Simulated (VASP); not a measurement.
# PbSe (Clausthalite) (Fm-3m) in VASP: notebook

One crystal, PbSe (Clausthalite), is run at these levels: PBE; tasks: relaxation of cell and atoms, relaxation of the atoms.

Program: VASP 6.6.1. These are calculated values, not measurements. Logs are shortened: lines on timing, memory, paths and dates and some standing lists are left out, and cuts for length are marked.

### 1 The crystal as given

It takes space group Fm-3m (No. 225, cubic). The conventional cell has a = 6.205 Å, b = 6.205 Å, c = 6.205 Å, α = 90.00°, β = 90.00°, γ = 90.00°. Around Pb (site symmetry m-3m) lie 6 Se at 3.10 Å. Se (site symmetry m-3m) has 6 Pb at 3.10 Å as nearest neighbours.

### 2 Relaxation of cell and atoms, PBE

Contents of INCAR:

```
  PREC = Accurate
  ENCUT = 300
  EDIFF = 1E-7
  ISMEAR = 0
  SIGMA = 0.03
  LREAL = F
  LASPH = T
  NELM = 80
  ALGO = Normal
  ISIF = 3
  LWAVE = F
  LCHARG = F
  GGA = PE
  IBRION = 2
  NSW = 90
  EDIFFG = -0.005
```

Contents of KPOINTS:

```
Automatic mesh
0
Gamma
  4 4 4
```

Contents of POSCAR:

```
PbSe                                    
1.0
    0.0000000000      3.1027127606      3.1027127606
    3.1027127606      0.0000000000      3.1027127606
    3.1027127606      3.1027127606     -0.0000000000
  Pb              Se            
     1     1
Direct
     0.0000000000000000    0.0000000000000000    0.0000000000000000
     0.5000000000000000    0.5000000000000000    0.5000000000000000
```

Potentials or basis: VASP PAW PBE potentials, release 64 (Pb, Se).

Run with:

```bash
> cat potpaw_PBE.64/Pb/POTCAR potpaw_PBE.64/Se/POTCAR > POTCAR
> mpirun -np 1 vasp_std > vasp.out
```

OUTCAR:

```text
PREC = Accurate
   ENCUT = 300
   EDIFF = 1E-7
   ISMEAR = 0
   LREAL = F
   LASPH = T
   NELM = 80
   ISIF = 3
   GGA = PE
   IBRION = 2
   NSW = 90
   EDIFFG = -0.005

 ion  position               nearest neighbor table
   1  0.000  0.000  0.000-   2 3.10   2 3.10   2 3.10   2 3.10   2 3.10   2 3.10
   2  0.500  0.500  0.500-   1 3.10   1 3.10   1 3.10   1 3.10   1 3.10   1 3.10

  LATTYP: Found a face centered cubic cell.
 ALAT       =     6.2054255212

  Lattice vectors:

 A1 = (   0.0000000000,   3.1027127606,   3.1027127606)
 A2 = (   3.1027127606,   0.0000000000,   3.1027127606)
 A3 = (   3.1027127606,   3.1027127606,   0.0000000000)

Analysis of symmetry for initial positions (statically):
=====================================================================
 Subroutine PRICEL returns:
 Original cell was already a primitive cell.

 Routine SETGRP: Setting up the symmetry group for a
 face centered cubic supercell.

 Subroutine GETGRP returns: Found 48 space group operations
 (whereof 48 operations were pure point group operations)
 out of a pool of 48 trial point group operations.

The static configuration has the point symmetry O_h .

Analysis of symmetry for dynamics (positions and initial velocities):
=====================================================================
 Subroutine PRICEL returns:
 Original cell was already a primitive cell.

 Routine SETGRP: Setting up the symmetry group for a
 face centered cubic supercell.

 Subroutine GETGRP returns: Found 48 space group operations
 (whereof 48 operations were pure point group operations)
 out of a pool of 48 trial point group operations.

The dynamic configuration has the point symmetry O_h .

 Subroutine INISYM returns: Found 48 space group operations
 (whereof 48 operations are pure point group operations),
 and found     1 'primitive' translations

----------------------------------------------------------------------------------------

                                     Primitive cell

  volume of cell :      59.7386

  direct lattice vectors                    reciprocal lattice vectors
     0.000000000  3.102712761  3.102712761    -0.161149303  0.161149303  0.161149303
     3.102712761  0.000000000  3.102712761     0.161149303 -0.161149303  0.161149303
     3.102712761  3.102712761  0.000000000     0.161149303  0.161149303 -0.161149303

  length of vectors
     4.387898466  4.387898466  4.387898466     0.279118781  0.279118781  0.279118781

  position of ions in fractional coordinates (direct lattice)
     0.000000000  0.000000000  0.000000000
     0.500000000  0.500000000  0.500000000

  ion indices of the primitive-cell ions
   primitive index   ion index
                 1           1
                 2           2

----------------------------------------------------------------------------------------

 KPOINTS: Automatic mesh

Automatic generation of k-mesh.
 Grid dimensions read from file:
 generate k-points for:    4    4    4

 Generating k-lattice:

  Cartesian coordinates                     Fractional coordinates (reciprocal lattice)
    -0.040287326  0.040287326  0.040287326     0.250000000  0.000000000  0.000000000
     0.040287326 -0.040287326  0.040287326     0.000000000  0.250000000  0.000000000
     0.040287326  0.040287326 -0.040287326     0.000000000  0.000000000  0.250000000

  Length of vectors
     0.069779695  0.069779695  0.069779695

  Shift w.r.t. Gamma in fractional coordinates (k-lattice)
     0.000000000  0.000000000  0.000000000

 Subroutine IBZKPT returns following result:
 ===========================================

 Found      8 irreducible k-points:

 Following reciprocal coordinates:
            Coordinates               Weight
  0.000000  0.000000  0.000000      1.000000
  0.250000  0.000000  0.000000      8.000000
  0.500000  0.000000  0.000000      4.000000
  0.250000  0.250000  0.000000      6.000000
  0.500000  0.250000  0.000000     24.000000
 -0.250000  0.250000  0.000000     12.000000
  0.500000  0.500000  0.000000      3.000000
 -0.250000  0.500000  0.250000      6.000000
   k-points           NKPTS =      8   k-points in BZ     NKDIM =      8   number of bands    NBANDS=      9
   number of dos      NEDOS =    301   number of ions     NIONS =      2
   total plane-waves  NPLWV =  21952
   dimension x,y,z NGX =    28 NGY =   28 NGZ =   28
   dimension x,y,z NGXF=    56 NGYF=   56 NGZF=   56
   ions per type =               1   1
   NGX,Y,Z   is equivalent  to a cutoff of  10.61, 10.61, 10.61 a.u.
   NGXF,Y,Z  is equivalent  to a cutoff of  21.22, 21.22, 21.22 a.u.
 SYSTEM =  unknown system
   PREC   = accura    normal or accurate (medium, high low for compatibility)
   ISTART =      0    job   : 0-new  1-cont  2-samecut
   ICHARG =      2    charge: 1-file 2-atom 10-const
   ISPIN  =      1    spin polarized calculation?
   LNONCOLLINEAR =      F non collinear calculations
   LSORBIT =      F    spin-orbit coupling
   LASPH  =      T    aspherical Exc in radial PAW
   ENCUT  =  300.0 eV  22.05 Ry    4.70 a.u.   6.20  6.20  6.20*2*pi/ulx,y,z
   NELM   =     80;   NELMIN=  2; NELMDL= -5     # of ELM steps
   EDIFF  = 0.1E-06   stopping-criterion for ELM
   LREAL  =      F    real-space projection
   EDIFFG = -.5E-02   stopping-criterion for IOM
   NSW    =     90    number of steps for IOM
   IBRION =      2    ionic relax: 0-MD 1-quasi-New 2-CG
   NFREE  =      1    steps in history (QN), initial steepest desc. (CG)
   ISIF   =      3    stress and relaxation
   ISYM   =      2    0-nonsym 1-usesym 2-fastsym
   POTIM  = 0.5000    time-step for ionic-motion
   TEBEG  =    0.0;   TEEND  =   0.0 temperature during run
   PSTRESS=    0.0 pullay stress
   NELECT =      10.0000    total number of electrons
   NUPDOWN=      -1.0000    fix difference up-down
   EMIN   =  10.00;   EMAX   =-10.00  energy-range for DOS
   EFERMI =   0.00;   METHOD = LEGACY
   ISMEAR =     0;   SIGMA  =   0.03  broadening in eV -4-tet -1-fermi 0-gaus
   EFERMI_NEDOS =   21; number of points for ismear=-14 and -15
   IALGO  =     38    algorithm
   IMIX   =      4    mixing-type and parameters
     AMIX     =   0.40;   BMIX     =  1.00
     AMIX_MAG =   1.60;   BMIX_MAG =  1.00
  volume/ion in A,a.u.               =      29.87       201.57
  Fermi-wavevector in a.u.,A,eV,Ry     =   0.902242  1.704991 11.075706  0.814041
  Thomas-Fermi vector in A             =   2.025422
   LORBIT       =      0    0 simple, 1 ext, 2 COOP (PROOUT), +10 PAW based schemes
   GGA     = PE    functional components
   LHFCALC =     F    Hartree Fock is set to
   AEXX    =    0.0000 exact exchange contribution
   IVDW    =     0    specifies the selected vdW correction
   LEPSILON=     F    determine dielectric tensor
   LRPA    =     F    only Hartree local field effects (RPA)
 conjugate gradient relaxation of ions
 non-spin polarized calculation
 Gauss-broadening in eV      SIGMA  =   0.03
  energy-cutoff  :      300.00
  volume of cell :       59.74
 maximum number of plane-waves:       725
 NGX is ok and might be reduce to    28
   NGX = 13   NGY = 13   NGZ = 13

 number of electron      10.0000001 magnetization

 Free energy of the ion-electron system (eV)
  ---------------------------------------------------
  ext. energy  EPLUGINS =         0.00000000
  ---------------------------------------------------
  free energy    TOTEN  =        -8.21947040 eV

  energy without entropy =       -8.21947040  energy(sigma->0) =       -8.21947040

 E-fermi :   3.5305     XC(G=0):  -9.2630

 val. band max:        3.3541522102   @ k =   0.5000   0.0000   0.0000
 cond. band min:       3.7750173176   @ k =   0.5000   0.0000   0.0000
 fundamental gap:      0.4208651074
 Fermi energy:         3.5305387236

 k-point     1 :       0.0000    0.0000    0.0000
  band No.  band energies     occupation
      1      -9.8646      2.00000
      2      -2.9851      2.00000
      3       1.6951      2.00000
      4       1.6951      2.00000
      5       1.6951      2.00000
      6       8.0048      0.00000
      7       8.0048      0.00000
      8       8.0048      0.00000
      9       9.9545      0.00000

 k-point     2 :       0.2500    0.0000    0.0000
  band No.  band energies     occupation
      1      -9.4549      2.00000
      2      -4.0959      2.00000
      3       1.8374      2.00000
      4       1.8374      2.00000
      5       2.4097      2.00000
      6       5.5578      0.00000
      7       6.3221      0.00000
      8       6.3221      0.00000
      9       9.9553      0.00000

 k-point     3 :       0.5000    0.0000    0.0000
  band No.  band energies     occupation
      1      -8.8906      2.00000
      2      -5.2057      2.00000
      3       2.0592      2.00000
      4       2.0592      2.00000
      5       3.3542      2.00000
      6       3.7750      0.00000
      7       5.1663      0.00000
      8       5.1663      0.00000
      9      11.8177      0.00000

 k-point     4 :       0.2500    0.2500    0.0000
  band No.  band energies     occupation
      1      -9.3345      2.00000
      2      -3.9346      2.00000
      3       1.0042      2.00000
      4       1.0042      2.00000
      5       1.8782      2.00000
      6       5.7697      0.00000
      7       8.0689      0.00000
      8       8.0689      0.00000
      9       8.0786      0.00000

 k-point     5 :       0.5000    0.2500    0.0000
  band No.  band energies     occupation
      1      -8.8041      2.00000
      2      -4.6625      2.00000
      3       0.0367      2.00000
      4       1.0376      2.00000
      5       1.3798      2.00000
      6       6.2989      0.00000
      7       7.0368      0.00000
      8       7.7335      0.00000
      9       9.3410      0.00000

 k-point     6 :      -0.2500    0.2500    0.0000
  band No.  band energies     occupation
      1      -8.9647      2.00000
      2      -4.6994      2.00000
      3       0.1358      2.00000
      4       1.9300      2.00000
      5       2.6742      2.00000
      6       4.7979      0.00000
      7       5.6072      0.00000
      8       7.8168      0.00000
      9      11.3068      0.00000

 k-point     7 :       0.5000    0.5000    0.0000
  band No.  band energies     occupation
      1      -8.6986      2.00000
      2      -3.9397      2.00000
      3      -1.2579      2.00000
      4       0.4078      2.00000
      5       0.4078      2.00000
      6       7.2487      0.00000
      7       8.8425      0.00000
      8       8.8425      0.00000
      9       9.2617      0.00000

 k-point     8 :      -0.2500    0.5000    0.2500
  band No.  band energies     occupation
      1      -8.6395      2.00000
      2      -4.4955      2.00000
      3      -0.5432      2.00000
      4      -0.5432      2.00000
      5       2.6661      2.00000
      6       5.3057      0.00000
      7       8.3064      0.00000
      8       8.3064      0.00000
      9      11.0044      0.00000

------------------------ aborting loop because EDIFF is reached ----------------------------------------

  FORCE on cell =-STRESS in cart. coord.  units (eV):
  Direction    XX          YY          ZZ          XY          YZ          ZX
  --------------------------------------------------------------------------------------
  -------------------------------------------------------------------------------------
  Total        0.0024313      0.0024313      0.0024313     -0.0000000      0.0000000      0.0000000
  in kB        0.0652057      0.0652057      0.0652057     -0.0000000      0.0000000      0.0000000
  external PRESSURE =       0.0652057 kB  Pullay stress =       0.0000000 kB

 VOLUME and BASIS-vectors are now :
 -----------------------------------------------------------------------------
  energy-cutoff  :      300.00
  volume of cell :       59.74
      direct lattice vectors                 reciprocal lattice vectors
     0.000000000  3.102712761  3.102712761    -0.161149303  0.161149303  0.161149303
     3.102712761  0.000000000  3.102712761     0.161149303 -0.161149303  0.161149303
     3.102712761  3.102712761  0.000000000     0.161149303  0.161149303 -0.161149303

 POSITION                                       TOTAL-FORCE (eV/Angst)
 -----------------------------------------------------------------------------------
      0.00000      0.00000      0.00000         0.000000     -0.000000      0.000000
      3.10271      3.10271      3.10271        -0.000000      0.000000     -0.000000
 -----------------------------------------------------------------------------------
    total drift:                                0.000000      0.000000      0.000000

  FREE ENERGIE OF THE ION-ELECTRON SYSTEM (eV)
  ---------------------------------------------------
  free  energy   TOTEN  =        -8.2194704024 eV

  energy  without entropy=       -8.2194704024  energy(sigma->0) =       -8.21947040

 reached required accuracy - stopping structural energy minimisation
```

It took 6.7 s on 1 thread of AMD EPYC 7R13 (Zen 3), shared host; peak memory 0.12 GiB.

Results:

* Free energy: -8.2195 eV
* Pressure after relaxing: 0.0 GPa
* Band gap on the k mesh: 0.42 eV, direct

Final structure:
```yaml
crystal:
  lattice:
    - [0.00000, 3.10271, 3.10271]
    - [3.10271, 0.00000, 3.10271]
    - [3.10271, 3.10271, 0.00000]
  atoms:
    - { symbol: Pb, position: [0.00000, 0.00000, 0.00000] }
    - { symbol: Se, position: [0.50000, 0.50000, 0.50000] }
```

Caveat: the k mesh is coarse (spacing up to 0.44 Å⁻¹), so the values aren't converged; the relaxation stopped at its first step, so nothing moved; spin-orbit coupling is left out, which as a rule narrows the gap of such compounds by several tenths of an eV. A k mesh can miss the band edges.

### 3 Relaxation of the atoms, PBE (a relaxed cell with its volume scaled by 0.94)

INCAR, as its differences from that of step 2:

```diff
@@ -9,3 +9,3 @@
   ALGO = Normal
-  ISIF = 3
+  ISIF = 2
   LWAVE = F
@@ -14,3 +14,3 @@
   IBRION = 2
-  NSW = 90
-  EDIFFG = -0.005
+  NSW = 40
+  EDIFFG = -0.01
```

KPOINTS is that of step 2.

Contents of POSCAR:

```
PbSe                                    
1.0
    0.0000000000      3.0393743196      3.0393743196
    3.0393743196      0.0000000000      3.0393743196
    3.0393743196      3.0393743196      0.0000000000
  Pb              Se            
     1     1
Direct
     0.0000000000000000    0.0000000000000000    0.0000000000000000
     0.5000000000000000    0.5000000000000000    0.5000000000000000
```

Potentials or basis: VASP PAW PBE potentials, release 64 (Pb, Se).

Run with:

```bash
> cat potpaw_PBE.64/Pb/POTCAR potpaw_PBE.64/Se/POTCAR > POTCAR
> mpirun -np 1 vasp_std > vasp.out
```

It took 5.1 s on 1 thread of AMD EPYC 7R13 (Zen 3), shared host; peak memory 0.1 GiB.

It converged, with:

| Property | Result |
| --- | --- |
| Free energy | -8.1829 eV |
| Pressure after relaxing | 3.4 GPa |
| Band gap on the k mesh | 0.22 eV, direct |

Final structure:
```
CELL_PARAMETERS angstrom
0.00000 3.03937 3.03937
3.03937 0.00000 3.03937
3.03937 3.03937 0.00000
ATOMIC_POSITIONS crystal
Pb 0.00000 0.00000 0.00000
Se 0.50000 0.50000 0.50000
```

Levels at points of the mesh, in eV from the valence-band top:
```tsv
k point	band 2	band 3	band 4	band 5	band 6	band 7	band 8	band 9
(0.00, 0.00, 0.00)	-6.28	-1.99	-1.99	-1.99	4.74	4.74	4.74	6.41
(0.50, 0.00, 0.00)	-8.95	-1.59	-1.59	0.00	0.22	1.63	1.63	8.48
(0.50, 0.50, 0.00)	-7.44	-5.18	-3.39	-3.39	3.58	5.68	5.68	6.12
```

Caveat: the k mesh is coarse (spacing up to 0.45 Å⁻¹), so the values aren't converged; the relaxation stopped at its first step, so nothing moved; spin-orbit coupling is left out, which as a rule narrows the gap of such compounds by several tenths of an eV. A k mesh can miss the band edges.

### 4 Relaxation of the atoms, PBE (a relaxed cell with its volume scaled by 0.96)

INCAR is that of step 3.

KPOINTS is that of step 3.

Contents of POSCAR:

```
PbSe                                    
1.0
    0.0000000000      3.0607790693      3.0607790693
    3.0607790693      0.0000000000      3.0607790693
    3.0607790693      3.0607790693      0.0000000000
  Pb              Se            
     1     1
Direct
     0.0000000000000000    0.0000000000000000    0.0000000000000000
     0.5000000000000000    0.5000000000000000    0.5000000000000000
```

Run with:

```bash
> cat potpaw_PBE.64/Pb/POTCAR potpaw_PBE.64/Se/POTCAR > POTCAR
> mpirun -np 1 vasp_std > vasp.out
```

Run time: 4.5 s. Hardware: 1 thread of AMD EPYC 7R13 (Zen 3), shared host; peak memory 0.1 GiB.

Results (log left out):

```
Free energy             : -8.2038 eV
Pressure after relaxing : 2.2 GPa
Band gap on the k mesh  : 0.29 eV, direct
```

Final structure:
```
CELL_PARAMETERS angstrom
0.00000 3.06078 3.06078
3.06078 0.00000 3.06078
3.06078 3.06078 0.00000
ATOMIC_POSITIONS crystal
Pb 0.00000 0.00000 0.00000
Se 0.50000 0.50000 0.50000
```

Levels at points of the mesh, in eV from the valence-band top:
```
           k point  band 3  band 4  band 5  band 6  band 7  band 8
(0.00, 0.00, 0.00)   -1.88   -1.88   -1.88    4.71    4.71    4.71
(0.50, 0.00, 0.00)   -1.49   -1.49    0.00    0.29    1.70    1.70
(0.50, 0.50, 0.00)   -4.98   -3.23   -3.23    3.69    5.61    5.61
```

Caveat: the k mesh is coarse (spacing up to 0.44 Å⁻¹), so the values aren't converged; the relaxation stopped at its first step, so nothing moved; spin-orbit coupling is left out, which as a rule narrows the gap of such compounds by several tenths of an eV. A k mesh can miss the band edges.

### 5 The runs side by side

```csv
task,cell,gap on the mesh (eV),pressure (GPa)
relaxation of cell and atoms,relaxed,0.42,0.0
relaxation of the atoms,atoms relaxed from: a relaxed cell with its volume scaled by 0.94,0.22,3.4
relaxation of the atoms,atoms relaxed from: a relaxed cell with its volume scaled by 0.96,0.29,2.2
```

Alike in all rows: level PBE; potentials or basis VASP PAW PBE potentials, release 64 (Pb, Se); no spin polarisation; k mesh 4 × 4 × 4; cutoff (eV) 300; smearing gaussian 0.03 eV; the mesh is coarse, so values aren't converged.

Caveats: all runs use coarse meshes; the relaxation stopped at its first step, so nothing moved; spin-orbit coupling is left out, which as a rule narrows the gap of such compounds by several tenths of an eV.

Absolute energies hang on the potentials; compare differences alone.
